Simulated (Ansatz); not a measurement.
# GaP: the cost of one run

Method: DFT PBE, scalar-relativistic, plane waves, PAW, in Ansatz 0.2.0.

15 further runs of the same task are left out: 15 set aside as unsound or not needed.

## 1. The system as given

The structure is cubic, space group F-43m (No. 216). Conventional cell: a = 5.506 Å, b = 5.506 Å, c = 5.506 Å, α = 90.00°, β = 90.00°, γ = 90.00°. Ga (site symmetry -43m) is surrounded by 4 P at 2.38 Å. P (site symmetry -43m) has 4 Ga at 2.38 Å as nearest neighbours.

Structure file:

```cif
data_structure
_symmetry_space_group_name_H-M 'P 1'
_symmetry_Int_Tables_number 1
_cell_length_a 3.8930
_cell_length_b 3.8930
_cell_length_c 3.8930
_cell_angle_alpha 60.000
_cell_angle_beta 60.000
_cell_angle_gamma 60.000
_cell_volume 41.72
loop_
_atom_site_label
_atom_site_type_symbol
_atom_site_fract_x
_atom_site_fract_y
_atom_site_fract_z
_atom_site_occupancy
Ga1 Ga 0.00000 0.00000 0.00000 1
P1 P 0.75000 0.75000 0.75000 1
```

## 2. Plan of the line

The energy is mapped over volume and the cell's shape.

The axes are (1) volume per atom: 7 values from 19.19 to 22.53 Å³; (2) c/a of the conventional cell: 7 values from 0.923 to 1.083.

Nothing else is relaxed (symmetry fixes all fractional coordinates). Energies count from the relaxed crystal. Points are written as (first, second).

## 3. Point (19.19 Å³, 0.948)

File input.yaml:

```yaml
crystal:
  lattice:
    - [0.0, 2.5836762519, 2.7253968902]
    - [2.7253968902, 0.0, 2.7253968902]
    - [2.7253968902, 2.5836762519, 0.0]
  atoms:
    - { symbol: Ga, position: [0.0, 0.0, 0.0] }
    - { symbol: P, position: [0.75, 0.75, 0.75] }
basis:
  ecutwfc: 420
kpoints:
  mp_grid: { grid: [10, 10, 10] }
hamiltonian:
  xc: pbe
  pseudopotentials: { kind: paw, azcp: { folder: soft_1 } }
scf:
  occupations: { method: gaussian, width: 0.05 }
output:
  forces: true
  stress: true
  eigenvalues: true
```

On the command line:

```bash
> ansatz run input.yaml --threads 1 --pin off --max-ram 2048MiB --backend cpu --events-out ev --progress --plain --runs-dir out
```

What time and memory should one allow on 1 thread of Arm Neoverse N1, shared host?

About 10 s, with a peak of 0.34 GiB.
